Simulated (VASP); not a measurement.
# BiTe (R-3m) in VASP: a series of runs

The runs below take BiTe through single point, with PBE.

Program: VASP 6.6.1. These are calculated values, not measurements. Logs are shortened: lines on timing, memory, paths and dates and some standing lists are left out, and cuts for length are marked.

## 1. The structure

It takes space group R-3m (No. 166, trigonal). Conventional cell: a = 4.845 Å, b = 4.845 Å, c = 9.952 Å, α = 90.00°, β = 90.00°, γ = 120.00°. Bi (site symmetry -3m) has 6 Te at 3.25 Å as nearest neighbours. Te (site symmetry -3m) has 6 Bi at 3.25 Å as nearest neighbours.

The cell comes from a database or a generator and needn't be the stable form of this composition.

## 2. Single point, PBE

INCAR reads:

```
PREC = Normal
ENCUT = 450
EDIFF = 1E-4
ISMEAR = 0
SIGMA = 0.05
LREAL = Auto
LASPH = T
NELM = 100
ALGO = Normal
ISIF = 2
LWAVE = F
LCHARG = F
GGA = PE
NBANDS = 18
ADDGRID = F
```

KPOINTS reads:

```
Automatic mesh
0
Gamma
  6 6 6
```

POSCAR reads:

```
BiTe
1.0
    2.4227077728      1.3987509848      3.3172919545
   -2.4227077728      1.3987509848      3.3172919545
    0.0000000000     -2.7975019696      3.3172919545
Bi Te
1 1
Direct
    0.5120250000      0.5038480000      0.5048510000
   -0.0040940000     -0.0152210000     -0.0035880000
```

Potentials or basis: VASP PAW PBE potentials, release 64 (Bi_d, Te).

Started as:

```console
$ cat potpaw_PBE.64/Bi_d/POTCAR potpaw_PBE.64/Te/POTCAR > POTCAR
$ mpirun -np 1 vasp_std > vasp.out
```

OUTCAR:

```text
PREC = Normal
   ENCUT = 450
   EDIFF = 1E-4
   ISMEAR = 0
   LREAL = Auto
   LASPH = T
   NELM = 100
   ISIF = 2
   GGA = PE

 Found    112 irreducible k-points:

 Following reciprocal coordinates:
            Coordinates               Weight
  0.000000  0.000000  0.000000      1.000000
  0.166667 -0.000000  0.000000      2.000000
 -0.000000  0.166667  0.000000      2.000000
  0.000000  0.000000  0.166667      2.000000
  0.333333 -0.000000  0.000000      2.000000
 -0.000000  0.333333  0.000000      2.000000
   k-points           NKPTS =    112   k-points in BZ     NKDIM =    112   number of bands    NBANDS=     18
   number of dos      NEDOS =    301   number of ions     NIONS =      2
   total plane-waves  NPLWV =  13824
   dimension x,y,z NGX =    24 NGY =   24 NGZ =   24
   dimension x,y,z NGXF=    48 NGYF=   48 NGZF=   48
   ions per type =               1   1
   NGX,Y,Z   is equivalent  to a cutoff of   9.19,  9.19,  9.19 a.u.
   NGXF,Y,Z  is equivalent  to a cutoff of  18.39, 18.39, 18.39 a.u.
 SYSTEM =  unknown system
   PREC   = normal    normal or accurate (medium, high low for compatibility)
   ISTART =      0    job   : 0-new  1-cont  2-samecut
   ICHARG =      2    charge: 1-file 2-atom 10-const
   ISPIN  =      1    spin polarized calculation?
   LNONCOLLINEAR =      F non collinear calculations
   LSORBIT =      F    spin-orbit coupling
   LASPH  =      T    aspherical Exc in radial PAW
   ENCUT  =  450.0 eV  33.07 Ry    5.75 a.u.   7.51  7.51  7.51*2*pi/ulx,y,z
   NELM   =    100;   NELMIN=  2; NELMDL= -5     # of ELM steps
   EDIFF  = 0.1E-03   stopping-criterion for ELM
   LREAL  =      T    real-space projection
   EDIFFG = 0.1E-02   stopping-criterion for IOM
   NSW    =      0    number of steps for IOM
   IBRION =     -1    ionic relax: 0-MD 1-quasi-New 2-CG
[... 26 lines left out ...]
 non-spin polarized calculation
 Gauss-broadening in eV      SIGMA  =   0.05
  energy-cutoff  :      450.00
  volume of cell :       67.45
 maximum number of plane-waves:      1487
   NGX = 15   NGY = 15   NGZ = 15

 number of electron      20.9999994 magnetization

 Free energy of the ion-electron system (eV)
  ---------------------------------------------------
  ext. energy  EPLUGINS =         0.00000000
  ---------------------------------------------------
  free energy    TOTEN  =        -7.16905012 eV

  energy without entropy =       -7.16675518  energy(sigma->0) =       -7.16790265

 E-fermi :   6.6072     XC(G=0):  -9.4764

 val. band max:        6.6048286055   @ k =   0.5000  -0.1667  -0.3333
 cond. band min:       6.6109820647   @ k =   0.3333   0.3333   0.1667
 fundamental gap:      0.0061534592
 Fermi energy:         6.6071755666

 k-point     1 :       0.0000    0.0000    0.0000
  band No.  band energies     occupation
      1     -16.5563      2.00000
      2     -16.5560      2.00000
      3     -16.5438      2.00000
      4     -16.5437      2.00000
      5     -16.5291      2.00000
      6      -6.8272      2.00000
[... 10 lines left out ...]
     17      13.3360      0.00000
     18      13.5654      0.00000

 k-point     2 :       0.1667   -0.0000    0.0000
  band No.  band energies     occupation
      1     -16.5560      2.00000
      2     -16.5556      2.00000
      3     -16.5451      2.00000
      4     -16.5419      2.00000
      5     -16.5285      2.00000
      6      -6.5914      2.00000
[... 10 lines left out ...]
     17      14.1830      0.00000
     18      14.5977      0.00000

 k-point     3 :      -0.0000    0.1667    0.0000
  band No.  band energies     occupation
      1     -16.5560      2.00000
      2     -16.5556      2.00000
      3     -16.5450      2.00000
      4     -16.5420      2.00000
      5     -16.5284      2.00000
      6      -6.5917      2.00000
[... 10 lines left out ...]
     17      14.1855      0.00000
     18      14.6016      0.00000

 k-point     4 :       0.0000    0.0000    0.1667
  band No.  band energies     occupation
      1     -16.5562      2.00000
      2     -16.5555      2.00000
      3     -16.5450      2.00000
      4     -16.5419      2.00000
      5     -16.5285      2.00000
      6      -6.5909      2.00000
[... 10 lines left out ...]
     17      14.1775      0.00000
     18      14.5873      0.00000

 k-point     5 :       0.3333   -0.0000    0.0000
  band No.  band energies     occupation
      1     -16.5564      2.00000
      2     -16.5551      2.00000
      3     -16.5472      2.00000
      4     -16.5388      2.00000
      5     -16.5262      2.00000
      6      -5.9027      2.00000
[... 10 lines left out ...]
     17      15.4239      0.00000
     18      16.3576      0.00000

 k-point     6 :      -0.0000    0.3333    0.0000
  band No.  band energies     occupation
      1     -16.5565      2.00000
      2     -16.5550      2.00000
      3     -16.5472      2.00000
      4     -16.5390      2.00000
      5     -16.5261      2.00000
      6      -5.9048      2.00000
[... 10 lines left out ...]
     17      15.4312      0.00000
     18      16.3599      0.00000

 [... further k-points ...]
[... 5 lines left out ...]
  --------------------------------------------------------------------------------------
  -------------------------------------------------------------------------------------
  Total        0.1269071      0.2044605      0.0249801     -0.0022214      0.0114665     -0.0086443
  in kB        3.0145330      4.8567267      0.5933733     -0.0527667      0.2723729     -0.2053356
  external PRESSURE =       2.8215443 kB  Pullay stress =       0.0000000 kB

 VOLUME and BASIS-vectors are now :
 -----------------------------------------------------------------------------
  energy-cutoff  :      450.00
  volume of cell :       67.45
      direct lattice vectors                 reciprocal lattice vectors
     2.422707773  1.398750985  3.317291954     0.206380648  0.119153923  0.100483568
    -2.422707773  1.398750985  3.317291954    -0.206380648  0.119153923  0.100483568
     0.000000000 -2.797501970  3.317291954     0.000000000 -0.238307845  0.100483568

 POSITION                                       TOTAL-FORCE (eV/Angst)
 -----------------------------------------------------------------------------------
      0.01981      0.00863      5.04469         0.008983     -0.051552     -0.242296
      0.02696     -0.01698      9.87590        -0.008983      0.051552      0.242296
 -----------------------------------------------------------------------------------
    total drift:                                0.019365     -0.033294      0.020699

  FREE ENERGIE OF THE ION-ELECTRON SYSTEM (eV)
  ---------------------------------------------------
  free  energy   TOTEN  =        -7.1690501169 eV

  energy  without entropy=       -7.1667551788  energy(sigma->0) =       -7.16790265
```

It took 30 s on 1 thread of Intel Xeon 6975P-C (Granite Rapids), shared host; peak memory 0.18 GiB.

These settings aren't checked as converged: the numbers below hold their error.

What came out:

| Quantity | Value |
| --- | --- |
| Free energy | -7.1691 eV |
| Pressure | 0.3 GPa |
| Largest force | 0.248 eV/Å |
| Band gap on the k mesh | none (metal or under the smearing width) |

Caveat: spin-orbit coupling is left out, which moves the levels of the heavy elements.

## 3. Single point, PBE

INCAR reads:

```
PREC = Accurate
ENCUT = 400
EDIFF = 1E-7
ISMEAR = 0
SIGMA = 0.05
LREAL = F
LASPH = T
NELM = 100
ALGO = Normal
ISIF = 2
LWAVE = F
LCHARG = F
GGA = PE
NBANDS = 18
ADDGRID = F
```

KPOINTS reads:

```
Automatic mesh
0
Gamma
  7 7 7
```

POSCAR reads:

```
BiTe
1.0
    2.4227077728      1.3987509848      3.3172919545
   -2.4227077728      1.3987509848      3.3172919545
    0.0000000000     -2.7975019696      3.3172919545
Bi Te
1 1
Direct
    0.5000000000      0.5000000000      0.5000000000
    0.0000000000      0.0000000000      0.0000000000
```

Potentials or basis: VASP PAW PBE potentials, release 64 (Bi_d, Te).

Started as:

```console
$ cat potpaw_PBE.64/Bi_d/POTCAR potpaw_PBE.64/Te/POTCAR > POTCAR
$ mpirun -np 1 vasp_std > vasp.out
```

Run time: 25 s. Hardware: 1 thread of Intel Xeon 6975P-C (Granite Rapids), shared host; peak memory 0.17 GiB.

These settings aren't checked as converged: the numbers below hold their error.

What came out:

```yaml
Free_energy: -7.1702 eV
Pressure: 0.1 GPa
Band_gap_on_the_k_mesh: none (metal or under the smearing width)
```

Caveat: spin-orbit coupling is left out, which moves the levels of the heavy elements.

## 4. Single point, PBE

INCAR is that of step 3.

KPOINTS is that of step 3.

POSCAR reads:

```
BiTe
1.0
    2.4227077728      1.3987509848      3.3172919545
   -2.4227077728      1.3987509848      3.3172919545
    0.0000000000     -2.7975019696      3.3172919545
Bi Te
1 1
Direct
    0.5120250000      0.5038480000      0.5048510000
   -0.0040940000     -0.0152210000     -0.0035880000
```

Potentials or basis: VASP PAW PBE potentials, release 64 (Bi_d, Te).

Started as:

```console
$ cat potpaw_PBE.64/Bi_d/POTCAR potpaw_PBE.64/Te/POTCAR > POTCAR
$ mpirun -np 1 vasp_std > vasp.out
```

OUTCAR:

```text
PREC = Accurate
   ENCUT = 400
   EDIFF = 1E-7
   ISMEAR = 0
   LREAL = F
   LASPH = T
   NELM = 100
   ISIF = 2
   GGA = PE

 Found    172 irreducible k-points:

 Following reciprocal coordinates:
            Coordinates               Weight
  0.000000  0.000000  0.000000      1.000000
  0.142857 -0.000000  0.000000      2.000000
 -0.000000  0.142857  0.000000      2.000000
  0.000000  0.000000  0.142857      2.000000
  0.285714 -0.000000  0.000000      2.000000
 -0.000000  0.285714  0.000000      2.000000
   k-points           NKPTS =    172   k-points in BZ     NKDIM =    172   number of bands    NBANDS=     18
   number of dos      NEDOS =    301   number of ions     NIONS =      2
   total plane-waves  NPLWV =  21952
   dimension x,y,z NGX =    28 NGY =   28 NGZ =   28
   dimension x,y,z NGXF=    56 NGYF=   56 NGZF=   56
   ions per type =               1   1
   NGX,Y,Z   is equivalent  to a cutoff of  10.73, 10.73, 10.73 a.u.
   NGXF,Y,Z  is equivalent  to a cutoff of  21.45, 21.45, 21.45 a.u.
 SYSTEM =  unknown system
   PREC   = accura    normal or accurate (medium, high low for compatibility)
   ISTART =      0    job   : 0-new  1-cont  2-samecut
   ICHARG =      2    charge: 1-file 2-atom 10-const
   ISPIN  =      1    spin polarized calculation?
   LNONCOLLINEAR =      F non collinear calculations
   LSORBIT =      F    spin-orbit coupling
   LASPH  =      T    aspherical Exc in radial PAW
   ENCUT  =  400.0 eV  29.40 Ry    5.42 a.u.   7.08  7.08  7.08*2*pi/ulx,y,z
   NELM   =    100;   NELMIN=  2; NELMDL= -5     # of ELM steps
   EDIFF  = 0.1E-06   stopping-criterion for ELM
[... 30 lines left out ...]
 non-spin polarized calculation
 Gauss-broadening in eV      SIGMA  =   0.05
  energy-cutoff  :      400.00
  volume of cell :       67.45
 maximum number of plane-waves:      1234
   NGX = 15   NGY = 15   NGZ = 15

 number of electron      21.0000002 magnetization

 Free energy of the ion-electron system (eV)
  ---------------------------------------------------
  ext. energy  EPLUGINS =         0.00000000
  ---------------------------------------------------
  free energy    TOTEN  =        -7.15911368 eV

  energy without entropy =       -7.15839912  energy(sigma->0) =       -7.15875640

 E-fermi :   6.7192     XC(G=0):  -9.4743

 val. band max:        6.6536473935   @ k =   0.2857   0.2857  -0.4286
 cond. band min:       6.7318866108   @ k =   0.2857   0.2857   0.2857
 fundamental gap:      0.0782392173
 Fermi energy:         6.7191568594

 k-point     1 :       0.0000    0.0000    0.0000
  band No.  band energies     occupation
      1     -16.5640      2.00000
      2     -16.5639      2.00000
      3     -16.5460      2.00000
      4     -16.5447      2.00000
      5     -16.5286      2.00000
      6      -6.8226      2.00000
[... 10 lines left out ...]
     17      13.3376      0.00000
     18      13.5645      0.00000

 k-point     2 :       0.1429   -0.0000    0.0000
  band No.  band energies     occupation
      1     -16.5639      2.00000
      2     -16.5635      2.00000
      3     -16.5465      2.00000
      4     -16.5436      2.00000
      5     -16.5282      2.00000
      6      -6.6490      2.00000
[... 10 lines left out ...]
     17      13.9140      0.00000
     18      14.3349      0.00000

 k-point     3 :      -0.0000    0.1429    0.0000
  band No.  band energies     occupation
      1     -16.5638      2.00000
      2     -16.5636      2.00000
      3     -16.5468      2.00000
      4     -16.5433      2.00000
      5     -16.5282      2.00000
      6      -6.6493      2.00000
[... 10 lines left out ...]
     17      13.9163      0.00000
     18      14.3384      0.00000

 k-point     4 :       0.0000    0.0000    0.1429
  band No.  band energies     occupation
      1     -16.5640      2.00000
      2     -16.5634      2.00000
      3     -16.5456      2.00000
      4     -16.5444      2.00000
      5     -16.5282      2.00000
      6      -6.6487      2.00000
[... 10 lines left out ...]
     17      13.9090      0.00000
     18      14.3257      0.00000

 k-point     5 :       0.2857   -0.0000    0.0000
  band No.  band energies     occupation
      1     -16.5640      2.00000
      2     -16.5629      2.00000
      3     -16.5484      2.00000
      4     -16.5408      2.00000
      5     -16.5267      2.00000
      6      -6.1378      2.00000
[... 10 lines left out ...]
     17      15.3610      0.00000
     18      16.1782      0.00000

 k-point     6 :      -0.0000    0.2857    0.0000
  band No.  band energies     occupation
      1     -16.5640      2.00000
      2     -16.5629      2.00000
      3     -16.5487      2.00000
      4     -16.5406      2.00000
      5     -16.5267      2.00000
      6      -6.1391      2.00000
[... 10 lines left out ...]
     17      15.3663      0.00000
     18      16.1823      0.00000

 [... further k-points ...]
[... 5 lines left out ...]
  --------------------------------------------------------------------------------------
  -------------------------------------------------------------------------------------
  Total        0.1359893      0.1977639      0.0661184      0.0080431      0.0237884     -0.0058795
  in kB        3.2302713      4.6976556      1.5705666      0.1910547      0.5650658     -0.1396613
  external PRESSURE =       3.1661645 kB  Pullay stress =       0.0000000 kB

 VOLUME and BASIS-vectors are now :
 -----------------------------------------------------------------------------
  energy-cutoff  :      400.00
  volume of cell :       67.45
      direct lattice vectors                 reciprocal lattice vectors
     2.422707773  1.398750985  3.317291954     0.206380648  0.119153923  0.100483568
    -2.422707773  1.398750985  3.317291954    -0.206380648  0.119153923  0.100483568
     0.000000000 -2.797501970  3.317291954     0.000000000 -0.238307845  0.100483568

 POSITION                                       TOTAL-FORCE (eV/Angst)
 -----------------------------------------------------------------------------------
      0.01981      0.00863      5.04469         0.014823     -0.057377     -0.173149
      0.02696     -0.01698      9.87590        -0.014823      0.057377      0.173149
 -----------------------------------------------------------------------------------
    total drift:                               -0.001146     -0.000647     -0.000397

  FREE ENERGIE OF THE ION-ELECTRON SYSTEM (eV)
  ---------------------------------------------------
  free  energy   TOTEN  =        -7.1591136763 eV

  energy  without entropy=       -7.1583991235  energy(sigma->0) =       -7.15875640
```

Wall time 60 s (1 thread of Intel Xeon 6975P-C (Granite Rapids), shared host); peak memory 0.26 GiB.

The run converged, but some of its settings lie outside the range that counts as converged, so its numbers aren't taken as properties of the crystal.

What came out:

```yaml
Free_energy: -7.1591 eV
Pressure: 0.3 GPa
Largest_force: 0.183 eV/Å
Band_gap_on_the_k_mesh: none (metal or under the smearing width)
```

Caveat: spin-orbit coupling is left out, which moves the levels of the heavy elements.

(Continued in part 2 of 2.)
